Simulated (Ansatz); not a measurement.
## Axial (c/a) deformation path in ZrS2

Level of theory: DFT PBE+D3(BJ), scalar-relativistic, plane waves, PAW (Ansatz 0.2.0). The runs took a 420 eV cutoff, a Γ-centred 12×12×6 mesh and Gaussian smearing (0.05 eV). No spin polarisation. Energies are free energies at this smearing, counted from the undisturbed cell; pressure is positive in compression.

The starting cell (as given, not relaxed at this level; it stands at 0.3 GPa):

```
CELL_PARAMETERS angstrom
3.63000 0.00000 0.00000
-1.81500 3.14367 0.00000
0.00000 0.00000 5.85000
ATOMIC_POSITIONS crystal
Zr 0.00000 0.00000 0.00000
S 0.33333 0.66667 0.24920
S 0.66667 0.33333 0.75080
```

At fixed volume and fractional coordinates, lengths along (0.000, 0.000, 1.000) are scaled against those across it; ρ is that ratio over its starting value.

```tsv
ρ	ΔE (meV/atom)
0.800	134.1
0.850	72.1
0.920	17.8
0.960	3.2
1.000	0.0
1.050	11.5
1.100	39.8
1.200	143.2
1.300	292.6
```

Problem. Predict the gap on the mesh (eV) at each point.

Solution.
```
    ρ  gap on the mesh (eV)
0.800                  0.51
0.850                  0.74
0.920                  0.81
0.960                  0.81
1.000                  0.80
1.050                  0.63
1.100                  0.34
1.200                  0.00
1.300                  0.00
```
Where the gap reads zero the k-mesh, chosen for the insulator, is on the coarse side.

Cost: 9 runs of about 1.8 core-minutes in all, on Intel Xeon Processor @ 2.50GHz (Skylake/Cascade Lake) (shared hosts).